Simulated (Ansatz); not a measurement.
Crystal: BN.

```xyz
2
Lattice="1.2511 0.7223 3.3729 -1.2511 0.7223 3.3729 0.0000 -1.4447 3.3729" Properties=species:S:1:pos:R:3 pbc="T T T"
N     0.0000    0.0000    6.7517
B     0.0000    0.0000    0.0033
```

The cell is a database's computed one.

Base run:

* Program: Ansatz 0.2.0
* Functional: r2SCAN
* Potentials or basis: Ansatz PAW
* Cutoff: 500 eV (not typed: the program's choice for these potentials)
* k mesh: 12 × 12 × 12
* Occupations: fermi-dirac, width 0.05 eV
* Spin: no spin polarisation

Its results: band gap on the k mesh 4.80 eV, indirect (least direct gap 5.33 eV); pressure -0.3 GPa; largest force 0.008 eV/Å.

**Question.** The run is repeated on the same cell with these changes: functional from r2SCAN to PBE0; cutoff from 500 eV (not typed: the program's choice for these potentials) to 420 eV (not typed: the program's choice for these potentials); k mesh from 12 × 12 × 12 to 6 × 6 × 6. What comes out?

**Answer.** Band gap on the k mesh 6.31 eV, indirect (least direct gap 6.85 eV); pressure -1.5 GPa; largest force 0.007 eV/Å.

Several settings changed at once, so the effect can't be laid on one alone.

Caveats: some runs use coarse meshes; the PAW data sets come from PBE, with cores solved anew for the run's functional, which leaves a small shift of forces and pressure; the k mesh misses the band edges, so the gap on the mesh is wider than the one along the path (some runs); the thresholds are loose for stress (some runs).
